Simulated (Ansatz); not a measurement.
## P: computed properties

All numbers below come from DFT PBEsol, scalar-relativistic, plane waves, PAW in Ansatz 0.2.0.

Plane waves to 420 eV, a k mesh through Γ of 18×18×18 on the computed 1-atom cell and Gaussian smearing (0.10 eV); no spin polarisation.

The structure is relaxed at this level of theory with its symmetry kept. This simple cubic form isn't the element's structure at ambient conditions.

It takes space group Pm-3m (No. 221, cubic). The conventional cell has a = 2.422 Å, b = 2.422 Å, c = 2.422 Å, α = 90.00°, β = 90.00°, γ = 90.00°. P (site symmetry m-3m) is surrounded by 6 P at 2.42 Å.

```json
{
  "Volume per atom": "95.8 bohr³",
  "Formation energy from the elements' standard states (uncorrected)": "-0.016 eV/atom",
  "Kohn–Sham band gap": "none (metal)",
  "Density of states at the Fermi level": "0.30 states/eV per cell",
  "Löwdin character within 0.5 eV of the Fermi level": "P 3p 79 %, P 3s 14 %, unprojected 7 %",
  "Bulk modulus": "119 GPa",
  "Its pressure derivative": "4.2",
  "Bader charges (e)": "P (1 in the cell) 0.00"
}
```